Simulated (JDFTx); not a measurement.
Crystal: MgB2.

```
Mg B
1.0
     3.08500    0.00000    0.00000
    -1.54250    2.67169    0.00000
     0.00000    0.00000    3.52300
Mg B
1 2
Direct
  0.00000 0.00000 0.00000
  0.66667 0.33333 0.50000
  0.33333 0.66667 0.50000
```

| Item | Value |
| --- | --- |
| Program | JDFTx 1.7.0 (patched build) |
| Task | relaxation of cell and atoms |
| Functional | PBE |
| Potentials or basis | SPMS-PBE-1.0 with smoothed tails |
| Cutoff | 1088 eV |
| Density cutoff | 8708 eV |
| k mesh | 6 × 6 × 5 |
| Occupations | fermi-dirac, width 0.05 eV |
| Spin | no spin polarisation |

At the start: pressure -1.0 GPa; volume 9.68 Å³/atom.

How do energy, volume and symmetry change on relaxing?

Over 7 steps the energy falls by 2.9 meV/atom and the volume is 9.55 Å³/atom (-1.3 %); space group P6/mmm (No. 191, to 0.05 Å).

The path:
```
step  energy change (eV)  largest force (eV/Å)  pressure (GPa)  volume (Å³)
   1              0.0000                0.0000           -1.02        29.04
   2             -0.0026                0.0000           -0.91        28.98
   3             -0.0087                0.0000           -0.16        28.66
   4             -0.0088                0.0000            0.25        28.62
   5             -0.0088                0.0000           -0.02        28.66
   6             -0.0088                0.0000            0.01        28.66
   7             -0.0088                0.0000            0.00        28.66
```

Final structure:
```cif
data_structure
_symmetry_space_group_name_H-M 'P 1'
_symmetry_Int_Tables_number 1
_cell_length_a 3.0927
_cell_length_b 3.0927
_cell_length_c 3.4597
_cell_angle_alpha 90.000
_cell_angle_beta 90.000
_cell_angle_gamma 120.000
_cell_volume 28.66
loop_
_atom_site_label
_atom_site_type_symbol
_atom_site_fract_x
_atom_site_fract_y
_atom_site_fract_z
_atom_site_occupancy
Mg1 Mg 0.00000 0.00000 0.00000 1
B1 B 0.66667 0.33333 0.50000 1
B2 B 0.33333 0.66667 0.50000 1
```

Caveat: the k mesh is coarse (spacing up to 0.39 Å⁻¹), so the values aren't converged.
